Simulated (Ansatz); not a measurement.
# BeTe (F-43m): elasticity against pressure

```
Be Te
1.0
     0.00000    2.77722    2.77722
     2.77722    0.00000    2.77722
     2.77722    2.77722    0.00000
Be Te
1 1
Cartesian
  0.0000 0.0000 0.0000
  4.1658 4.1658 4.1658
```

This is the zero-pressure cell. At each pressure cell and atoms are relaxed in this structure, and the constants are slopes of the stress at strains of ±0.005 with relaxed ions (the coefficients that govern stability under load). Level: LDA, PAW on Ansatz 0.2.0's default frozen-core files (fitted under PBE), scalar-relativistic; k mesh 8×8×8, strains of ±0.005, fixed occupations, cutoff 420 eV. P is the pressure of the relaxed cell, less that of this one.

```
P (GPa)    V/V₀  C11 (GPa)  C12 (GPa)  C44 (GPa)
   0.00  1.0000      105.7       42.8       53.3
   0.99       ?          ?          ?          ?
   1.96  0.9715      114.3       50.0       55.8
   3.98  0.9456      122.8       57.4       58.0
   6.99  0.9126      134.9       68.1       60.9
   9.97  0.8847      146.3       78.4       63.2
  14.97  0.8452      164.8       95.4       66.3
```

Problem. Does the bulk modulus from the constants agree with the pressure-volume curve?

Solution. A third-order Birch-Murnaghan fit to the volumes shown (F against f, f = [(V₀/V)^(2/3) − 1]/2) gives B₀ = 63.8 GPa and B′ = 4.0. Its −V dP/dV stands beside (C11 + 2C12)/3:

```
P (GPa)  from P(V)  from the constants
   0.00       63.8                63.8
   1.96       71.4                71.4
   3.98       79.2                79.2
   6.99       90.3                90.3
   9.97      101.1               101.0
  14.97      118.7               118.5
```

Problem. What are the pressure derivatives at zero pressure?

Solution. Slopes at V₀ of quadratic fits in −ln(V/V₀) through the first four rows shown, divided by B₀: dC11/dP = 4.4, dC12/dP = 3.7, dC44/dP = 1.4. The mean slopes up to 4.0 GPa are 4.3, 3.7, 1.2; curvature and scatter of the constants part the two. The combination (dC11/dP + 2 dC12/dP)/3 = 4.0 stands against B′.

Problem. Fill the row at 0.99 GPa.

Solution. Cubic fits in −ln(V/V₀) through all rows shown give C11 = 110.1, C12 = 46.5, C44 = 54.6 GPa. Computed: V/V₀ = 0.9851, C11 (GPa) = 110.1, C12 (GPa) = 46.5, C44 (GPa) = 54.6.

Problem. Does a shear stiffness soften?

Solution. C44 goes from 53.3 to 66.3 GPa; (C11 − C12)/2 goes from 31.5 to 34.7 GPa. Neither ends more than 3 % under its start, and the lattice stays mechanically stable over this range.

Known limits: no other phase was computed; many crystals of this kind change structure within this range, and rows or crossings beyond such a change describe a metastable lattice; frozen-core PAW files fitted under PBE, their cores solved anew for the functional of the run; constants at zero field, no piezoelectric stiffening; phonons weren't checked at these pressures.
